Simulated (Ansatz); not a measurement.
A decomposition energy, worked out: Li2H

Method: DFT PBE, scalar-relativistic, plane waves, PAW (Ansatz 0.2.0). All cells share a 420 eV cutoff and Γ-centred k meshes spaced at most about 0.3 Å⁻¹ (about 0.25 or finer for metals, 2π included). No spin polarisation.

The zero of energy is the elements' standard structures at the same level (H₂ as a molecule); no fitted shifts are applied.

All energies are static (0 K, no zero-point motion). With hydrogen, zero-point motion can shift formation energies by some tens of meV/atom.

A trial structure of Li2H (reached from: ordered vacancies on the anion sites of nickel arsenide, changed on relaxing; relaxed: space group R3m (No. 160), a = 2.810 Å, c = 15.341 Å) has a formation energy of -0.196 eV/atom. At its composition the lowest mixture among the elements and 1 reference phase computed alike (others may be missing) consists of these:

```
      phase         source  ΔE_f (eV/atom)
 Li (solid)        element          -0.004
LiH (Fm-3m)  textbook type          -0.417
```

The lowest database cell of Li (-0.004) lies slightly below the reference, hence the non-zero entry.

**Question.** Write the balanced decomposition and find its energy per atom, per formula unit and per mole of formula units.

**Answer.** Balancing Li and H gives Li2H → Li + LiH. The left side holds 3 atoms, and the products take 1/3 (Li) and 2/3 (LiH) of them. The mixture therefore lies at 1/3 × (-0.004) + 2/3 × (-0.417) = -0.279 eV/atom. The reaction energy is -0.279 − (-0.196) = -0.083 eV/atom. Times 3 atoms that is -0.249 eV per Li2H, and times 96.485 it is -24 kJ per mole of Li2H. Decomposition is downhill, so the trial structure is unstable against this mixture.
